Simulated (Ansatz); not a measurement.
## Structure relaxation of SiSe

All numbers below come from Ansatz, DFT r2SCAN, scalar-relativistic, plane waves, PAW. Cutoff 500 eV, Γ-centred k mesh, Gaussian smearing, no spin polarisation in the final step.

SiSe was placed on the zinc blende structure type (F-43m, No. 216), with Si in place of Zn, Se in place of S, at a guessed volume.

```xyz
2
Lattice="0.0000 2.8400 2.8400 2.8400 0.0000 2.8400 2.8400 2.8400 0.0000" Properties=species:S:1:pos:R:3 pbc="T T T"
Si    0.0000    0.0000    0.0000
Se    4.2600    4.2600    4.2600
```

Cell and atoms relax at zero pressure; the relaxation can't lower the symmetry of the start. After a coarse first stage the cell is made exact in the group found at 0.06 Å.

Formation energies are uncorrected and refer to the elements' standard structures at the same level.

**Question.** Describe the relaxed structure.

**Answer.** It keeps F-43m (No. 216). The result has the zinc blende structure. Conventional cell: a = 6.110 Å. Around Si lie 4 Se at 2.65 Å; Se is coordinated by 4 Si at 2.65 Å.

```xyz
2
Lattice="0.0000 3.0551 3.0551 3.0551 0.0000 3.0551 3.0551 3.0551 0.0000" Properties=species:S:1:pos:R:3 pbc="T T T"
Si    0.0000    0.0000    0.0000
Se    4.5827    4.5827    4.5827
```

**Question.** What are its volume, energy, density and gap?

**Answer.** The volume per atom is 28.52 Å³ and the density is 3.12 g/cm³. The energy over the elements is 0.53 eV/atom and the gap on the 16×16×16 mesh is 0 eV (a metal).

The final run used a 16×16×16 mesh on its 2-atom cell and 0.10 eV smearing. The k mesh leaves about 4 meV/atom of noise in metals. A structure relaxed within its symmetry needn't be a true minimum.

Cost: 3 runs of about 1.6 core-minutes in all, on Arm Neoverse V2 (shared hosts).